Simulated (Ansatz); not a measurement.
## From formation energies to a reaction energy: Na4F

Method: DFT PBE, scalar-relativistic, plane waves, PAW (Ansatz). All cells share a 420 eV cutoff and Γ-centred k meshes spaced at most about 0.3 Å⁻¹ (about 0.25 or finer for metals, 2π included). No spin polarisation.

The zero of energy is the elements' standard structures at the same level (F₂ as a molecule); no fitted shifts are applied.

Temperature and zero-point effects are left out.

A trial structure of Na4F (reached from: random cell; relaxed: space group Im-3m (No. 229), a = 6.349 Å) has a formation energy of -0.798 eV/atom. At its composition the lowest mixture among the elements and 1 reference phase computed alike (others may be missing) consists of these:

| phase | source | ΔE_f (eV/atom) |
| --- | --- | --- |
| Na (solid) | element | -0.001 |
| NaF (Fm-3m) | Materials Project | -2.711 |

The lowest database cell of Na (-0.001) lies slightly below the reference, hence the non-zero entry.

Question: Write the balanced decomposition and find its energy per atom, per formula unit and per mole of formula units.

Answer: Balancing Na and F gives Na4F → 3 Na + NaF. The left side holds 5 atoms, and the products take 3/5 (Na) and 2/5 (NaF) of them. The mixture therefore lies at 3/5 × (-0.001) + 2/5 × (-2.711) = -1.085 eV/atom. The reaction energy is -1.085 − (-0.798) = -0.287 eV/atom. Times 5 atoms that is -1.435 eV per Na4F, and times 96.485 it is -138 kJ per mole of Na4F. Decomposition is downhill, so the trial structure is unstable against this mixture.
